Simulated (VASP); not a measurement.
The system is HfO2.

```
Hf O
1.0
     5.11800    0.00000    0.00000
     0.00000    5.18570    0.00000
    -0.85866    0.00000    5.21387
Hf O
4 8
Direct
  0.27550 0.03970 0.20800
  0.72450 0.53970 0.29200
  0.72450 0.96030 0.79200
  0.27550 0.46030 0.70800
  0.44870 0.75810 0.48010
  0.55130 0.25810 0.01990
  0.55130 0.24190 0.51990
  0.44870 0.74190 0.98010
  0.07420 0.33160 0.34670
  0.92580 0.83160 0.15330
  0.92580 0.66840 0.65330
  0.07420 0.16840 0.84670
```

Base run:

| Property | Result |
| --- | --- |
| Program | VASP 6.6.1 |
| Functional | r2SCAN |
| Potentials or basis | VASP PAW PBE potentials, release 64 (Hf_pv, O) |
| Cutoff | 520 eV |
| k mesh | 4 × 4 × 4 |
| Occupations | gaussian, width 0.05 eV |
| Spin | no spin polarisation |

Its results: band gap on the k mesh 4.62 eV, indirect (least direct gap 4.71 eV); pressure -3.1 GPa; largest force 0.435 eV/Å.

**Question.** After a change of settings the same cell gave: band gap on the k mesh 6.44 eV, indirect (least direct gap 6.55 eV); pressure -4.1 GPa; largest force 0.409 eV/Å. Which change was it?
A. functional from r2SCAN to PBEsol; further incar settings from ALGO = Normal; EDIFF = 1e-07; NBANDS = 56 to ALGO = Fast; EDIFF = 1e-07; NBANDS = 56
B. functional from r2SCAN to SCAN
C. functional from r2SCAN to PBE0; k mesh from 4 × 4 × 4 to 2 × 2 × 2
D. functional from r2SCAN to PBE; further incar settings from ALGO = Normal; EDIFF = 1e-07; NBANDS = 56 to ALGO = Fast; EDIFF = 1e-07; NBANDS = 56

**Answer.** C.

Caveats: some runs use coarse meshes; the PAW data sets were made with another functional, which shifts forces and pressure a little; spin-orbit coupling is left out, which moves the levels of the heavy elements.

Not every run made on this cell is shown here.
